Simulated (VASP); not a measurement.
Wanted: an ASE script for a VASP 6.6.1 run.

```yaml
Task: single point
Functional: PBE
Potentials_or_basis: VASP PAW PBE potentials, release 64 (Co, O)
Cutoff: 520 eV
k_mesh: 12 × 12 × 12
Occupations: gaussian, width 0.02 eV
Spin: collinear spin, ferromagnetic start
Starting_moments: "[2.0, 0.0] μB"
Further_INCAR_settings: ALGO = Normal; EDIFF = 1.00e-06
```

The structure of CoO lies in CoO.cif:

```cif
data_CoO
_cell_length_a 3.01600000
_cell_length_b 3.01600000
_cell_length_c 4.21449508
_cell_angle_alpha 90.00000000
_cell_angle_beta 90.00000000
_cell_angle_gamma 90.00000000
_space_group_name_H-M_alt 'I4/mmm'
_space_group_name_Hall '-I 4 2'
_space_group_IT_number 139
loop_
_space_group_symop_operation_xyz
'x,y,z'
'-x,-y,-z'
'-y,x,z'
'y,-x,-z'
'-x,-y,z'
'x,y,-z'
'y,-x,z'
'-y,x,-z'
'x,-y,-z'
'-x,y,z'
'-y,-x,-z'
'y,x,z'
'-x,y,-z'
'x,-y,z'
'y,x,-z'
'-y,-x,z'
'x+1/2,y+1/2,z+1/2'
'-x+1/2,-y+1/2,-z+1/2'
'-y+1/2,x+1/2,z+1/2'
'y+1/2,-x+1/2,-z+1/2'
'-x+1/2,-y+1/2,z+1/2'
'x+1/2,y+1/2,-z+1/2'
'y+1/2,-x+1/2,z+1/2'
'-y+1/2,x+1/2,-z+1/2'
'x+1/2,-y+1/2,-z+1/2'
'-x+1/2,y+1/2,z+1/2'
'-y+1/2,-x+1/2,-z+1/2'
'y+1/2,x+1/2,z+1/2'
'-x+1/2,y+1/2,-z+1/2'
'x+1/2,-y+1/2,z+1/2'
'y+1/2,x+1/2,-z+1/2'
'-y+1/2,-x+1/2,z+1/2'
loop_
_atom_site_label
_atom_site_type_symbol
_atom_site_symmetry_multiplicity
_atom_site_Wyckoff_symbol
_atom_site_fract_x
_atom_site_fract_y
_atom_site_fract_z
_atom_site_occupancy
Co1 Co 2 a 0.0000000000 0.0000000000 0.0000000000 1
O1 O 2 b 0.0000000000 0.0000000000 0.5000000000 1
```

One way to write it, as run:

run.py

```python
from ase.calculators.vasp import Vasp
from ase.dft.bandgap import bandgap
from ase.io import read

atoms = read('CoO.cif', primitive_cell=True, subtrans_included=False)
atoms.set_initial_magnetic_moments([2.0, 0.0])
calc = Vasp(
    directory='calc',
    xc='pbe',
    pp='PBE',
    setups='materialsproject',
    prec='Accurate',
    encut=520,
    ediff=1e-06,
    ismear=0,
    sigma=0.02,
    lreal=False,
    lasph=True,
    nelm=100,
    algo='Normal',
    isif=2,
    lwave=False,
    lcharg=False,
    ispin=2,
    lorbit=11,
    lmaxmix=4,
    kpts=[12, 12, 12],
    gamma=True,
)
atoms.calc = calc

print('energy (eV):', atoms.get_potential_energy())
print('free energy (eV):', atoms.get_potential_energy(force_consistent=True))
print('forces (eV/A):')
print(atoms.get_forces())
print('stress (eV/A^3, Voigt):', atoms.get_stress())
print('Fermi level (eV):', calc.get_fermi_level())
print('moment (muB):', atoms.get_magnetic_moment())
print('site moments (muB):', atoms.get_magnetic_moments())
gap, top, bottom = bandgap(calc)
print('band gap (eV):', gap, 'from (spin, k, band)', top, 'to', bottom)
```

Potentials or basis: VASP PAW PBE potentials, release 64 (Co, O).

Command:

```console
$ python run.py
```

Results of the run:

The pressure is -0.5 GPa and the band gap on the k mesh is none (metal or under the smearing width). The net moment is 2.92 μB per cell, the site moments are Co +2.57; O +0.30 μB and the valence electrons inside the program's atomic spheres are Co 7.80; O 4.98.

Caveat: a cell with one magnetic atom can't hold antiferromagnetic order, which such compounds often take; semilocal functionals often make such compounds metallic where correlation or magnetic order opens a gap, which also shifts bond lengths.

Wall time 43 s on 1 thread of Intel(R) Xeon(R) 6975P-C (Granite Rapids) (shared host), peak memory 0.2 GiB.
